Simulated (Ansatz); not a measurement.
All numbers below come from DFT PBE, scalar-relativistic, plane waves, PAW in Ansatz. All cells share a 420 eV cutoff and Γ-centred k meshes spaced at most about 0.3 Å⁻¹ (about 0.25 or finer for metals, 2π included). No spin polarisation.

Temperature and zero-point effects are left out.

Compare these two cells of Hf₅S₃, each relaxed at this level.

A.

```
CELL_PARAMETERS angstrom
3.35516 0.00000 0.00000
-1.67758 2.90565 0.00000
0.00000 0.00000 15.51113
ATOMIC_POSITIONS crystal
Hf 0.66667 0.33333 0.22911
Hf 0.66667 0.33333 0.77089
Hf 0.66667 0.33333 0.00000
Hf 0.00000 0.00000 0.38590
Hf 0.00000 0.00000 0.61410
S 0.00000 0.00000 0.11225
S 0.00000 0.00000 0.88775
S 0.33333 0.66667 0.50000
```

B.

```
CELL_PARAMETERS angstrom
3.19246 0.00000 0.00000
0.00000 3.19246 0.00000
0.00000 0.00000 14.25785
ATOMIC_POSITIONS crystal
Hf 0.00000 0.00000 0.84186
Hf 0.00000 0.00000 0.15814
Hf 0.00000 0.00000 0.38775
Hf 0.00000 0.00000 0.61225
Hf 0.50000 0.50000 0.00000
S 0.50000 0.50000 0.27862
S 0.50000 0.50000 0.50000
S 0.50000 0.50000 0.72138
```

**Question.** Which is lower in energy, and by how much?

**Answer.** A is lower, by 0.31 eV/atom. A has space group P-6m2 (No. 187), 18.9 Å³/atom and no gap on its mesh; B has space group P4/mmm (No. 123), 18.2 Å³/atom and no gap. Counting S atoms around Hf (those within 1.25 times the shortest such distance or 1.15 times the sum of covalent radii; the shortest distance is added where it is long for a bond; a slash parts the counts of unlike sites), A has Hf 3/6 and B has Hf 2 from 4.0 Å/4/8. The lower one is the more open, so pressure narrows the difference. In A, Hf on a site of symmetry 3m has 3 S at 2.65 Å and 3 Hf at 3.11 Å; around Hf on a site of symmetry -6m2 lie 6 S at 2.60 Å; S on a site of symmetry 3m is surrounded by 6 Hf at 2.60–2.65 Å; 2 more sites not described. In B, Hf on a site of symmetry 4mm has 4 S at 2.84 Å and 9 Hf at 3.19–3.27 Å; around Hf on a second site of symmetry 4mm lie 8 S at 2.74–2.77 Å and 6 Hf at 3.19–3.27 Å; around S on a site of symmetry 4mm lie 8 Hf at 2.74–2.84 Å and 5 S at 3.16–3.19 Å; 2 more sites not described. Both come from invented guesses.

Spin–orbit coupling, which can matter for Hf, is left out. Cells relaxed within their symmetry can be saddle points.
